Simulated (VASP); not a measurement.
# TiAl (Pm-3m) in VASP: notebook, part 2 of 2

VASP 6.6.1.

**3. Single point, PBE-based screened hybrid**

POSCAR

```
TiAl
1.0
    3.1790640000      0.0000000000      0.0000000000
    0.0000000000      3.1790640000      0.0000000000
    0.0000000000      0.0000000000      3.1790640000
Ti Al
1 1
Direct
    0.0000000000      0.0000000000      0.0000000000
    0.5000000000      0.5000000000      0.5000000000
```

INCAR.step1

```
  PREC = Accurate
  ENCUT = 520
  EDIFF = 1E-5
  ISMEAR = 1
  SIGMA = 0.05
  LREAL = F
  LASPH = T
  NELM = 100
  ALGO = Normal
  ISIF = 2
  LWAVE = T
  GGA = PE
  NBANDS = 14
```

INCAR.step2

```
  PREC = Accurate
  ENCUT = 520
  EDIFF = 1E-7
  ISMEAR = 1
  SIGMA = 0.05
  LREAL = F
  LASPH = T
  NELM = 100
  ALGO = Normal
  ISIF = 2
  LWAVE = F
  LCHARG = T
  GGA = PE
  LHFCALC = T
  AEXX = 0.25
  HFSCREEN = 0.3
  PRECFOCK = Normal
  LELF = T
  LVHAR = T
  ISTART = 1
  NBANDS = 14
```

KPOINTS

```
Automatic mesh
0
Gamma
  6 6 6
```

Potentials or basis: VASP PAW PBE potentials, release 64 (Ti_sv, Al).

On the command line:

```bash
$ cat potpaw_PBE.64/Ti_sv/POTCAR potpaw_PBE.64/Al/POTCAR > POTCAR
$ cp INCAR.step1 INCAR
$ mpirun -np 1 vasp_std > vasp.out
$ cp INCAR.step2 INCAR
$ mpirun -np 1 vasp_std > vasp.out
```

OUTCAR:

```text
PREC = Accurate
   ENCUT = 520
   EDIFF = 1E-7
   ISMEAR = 1
   LREAL = F
   LASPH = T
   NELM = 100
   ISIF = 2
   GGA = PE
   LHFCALC = T
   AEXX = 0.25
   HFSCREEN = 0.3
   PRECFOCK = Normal
   ISTART = 1

 ion  position               nearest neighbor table
   1  0.000  0.000  0.000-   2 2.75   2 2.75   2 2.75   2 2.75   2 2.75   2 2.75   2 2.75   2 2.75

   2  0.500  0.500  0.500-   1 2.75   1 2.75   1 2.75   1 2.75   1 2.75   1 2.75   1 2.75   1 2.75

  LATTYP: Found a simple cubic cell.
 ALAT       =     3.1790640000

  Lattice vectors:

 A1 = (   3.1790640000,   0.0000000000,   0.0000000000)
 A2 = (   0.0000000000,   3.1790640000,   0.0000000000)
 A3 = (   0.0000000000,   0.0000000000,   3.1790640000)

Analysis of symmetry for initial positions (statically):
=====================================================================
 Subroutine PRICEL returns:
 Original cell was already a primitive cell.

 Routine SETGRP: Setting up the symmetry group for a
 simple cubic supercell.

 Subroutine GETGRP returns: Found 48 space group operations
 (whereof 48 operations were pure point group operations)
[... 182 lines left out ...]
      5      -1.6914      2.00000
      6       6.9659      2.00000
      7       6.9659      2.00000
      8      11.4201      0.00000
      9      11.4201      0.00000
     10      11.4201      0.00000
     11      13.6078      0.00000
     12      13.6078      0.00000
     13      13.6078      0.00000
     14      18.3726      0.00000
[... 309 lines left out ...]
      1     -52.6628      2.00000
      2     -27.4279      2.00000
      3     -27.4278      2.00000
      4     -27.4278      2.00000
      5       5.4205      2.00000
      6       5.4205      2.00000
      7       5.4205      2.00000
      8       9.6441     -0.00000
      9      11.8903      0.00000
     10      11.8903      0.00000
     11      11.8903      0.00000
     12      12.0040      0.00000
     13      12.0040      0.00000
     14      16.3257      0.00000

------------------------ aborting loop because EDIFF is reached ----------------------------------------

  FORCE on cell =-STRESS in cart. coord.  units (eV):
  Direction    XX          YY          ZZ          XY          YZ          ZX
  --------------------------------------------------------------------------------------
  -------------------------------------------------------------------------------------
  Total       -0.3800088     -0.3800088     -0.3800088      0.0000000      0.0000000      0.0000000
  in kB      -18.9498771    -18.9498771    -18.9498771      0.0000000      0.0000000      0.0000000
  external PRESSURE =     -18.9498771 kB  Pullay stress =       0.0000000 kB

 VOLUME and BASIS-vectors are now :
 -----------------------------------------------------------------------------
  energy-cutoff  :      520.00
  volume of cell :       32.13
      direct lattice vectors                 reciprocal lattice vectors
     3.179064000  0.000000000  0.000000000     0.314557996  0.000000000  0.000000000
     0.000000000  3.179064000  0.000000000     0.000000000  0.314557996  0.000000000
     0.000000000  0.000000000  3.179064000     0.000000000  0.000000000  0.314557996

 POSITION                                       TOTAL-FORCE (eV/Angst)
 -----------------------------------------------------------------------------------
      0.00000      0.00000      0.00000         0.000000      0.000000      0.000000
      1.58953      1.58953      1.58953         0.000000      0.000000      0.000000
 -----------------------------------------------------------------------------------
    total drift:                               -0.000033     -0.000030     -0.000033

  FREE ENERGIE OF THE ION-ELECTRON SYSTEM (eV)
  ---------------------------------------------------
  free  energy   TOTEN  =       -13.7633022341 eV

  energy  without entropy=      -13.7630349882  energy(sigma->0) =      -13.76321315
```

OUTCAR.step1:

```text
PREC = Accurate
   ENCUT = 520
   EDIFF = 1E-5
   ISMEAR = 1
   LREAL = F
   LASPH = T
[... 556 lines left out ...]
 -----------------------------------------------------------------------------------
      0.00000      0.00000      0.00000         0.000000      0.000000      0.000000
      1.58953      1.58953      1.58953         0.000000      0.000000      0.000000
 -----------------------------------------------------------------------------------
    total drift:                                0.000000      0.000000      0.000000

  FREE ENERGIE OF THE ION-ELECTRON SYSTEM (eV)
  ---------------------------------------------------
  free  energy   TOTEN  =       -12.1092652565 eV

  energy  without entropy=      -12.1094454391  energy(sigma->0) =      -12.10932532
```

OSZICAR.step1:

```text
N       E                     dE             d eps       ncg     rms          rms(c)
DAV:   1     0.961539580575E+02    0.96154E+02   -0.70799E+03   560   0.109E+03
DAV:   2    -0.859291418927E+01   -0.10475E+03   -0.10109E+03   602   0.299E+02
DAV:   3    -0.136091580134E+02   -0.50162E+01   -0.49329E+01   834   0.632E+01
DAV:   4    -0.137499095450E+02   -0.14075E+00   -0.14060E+00   650   0.931E+00
DAV:   5    -0.137555450430E+02   -0.56355E-02   -0.56351E-02   800   0.177E+00    0.980E+00
DAV:   6    -0.121810751748E+02    0.15745E+01   -0.50084E+00   628   0.305E+01    0.284E+00
DAV:   7    -0.121175083921E+02    0.63567E-01   -0.39673E-01   608   0.845E+00    0.171E+00
DAV:   8    -0.121112346215E+02    0.62738E-02   -0.50351E-02   746   0.225E+00    0.511E-01
DAV:   9    -0.121091330109E+02    0.21016E-02   -0.77001E-03   664   0.115E+00    0.159E-01
DAV:  10    -0.121092633377E+02   -0.13033E-03   -0.25124E-04   632   0.164E-01    0.571E-02
DAV:  11    -0.121092652565E+02   -0.19188E-05   -0.91540E-05   796   0.995E-02
   1 F= -.12109265E+02 E0= -.12109325E+02  d E =0.180183E-03
```

Run time: 14 min. Hardware: 1 thread of Intel Xeon 6975P-C (Granite Rapids), shared host; peak memory 0.26 GiB.

Results:

* Free energy: -13.7633 eV
* Pressure: -1.9 GPa
* Band gap on the k mesh: none (metal or under the smearing width)

Caveat: the PAW data sets were made with another functional, which shifts forces and pressure a little.
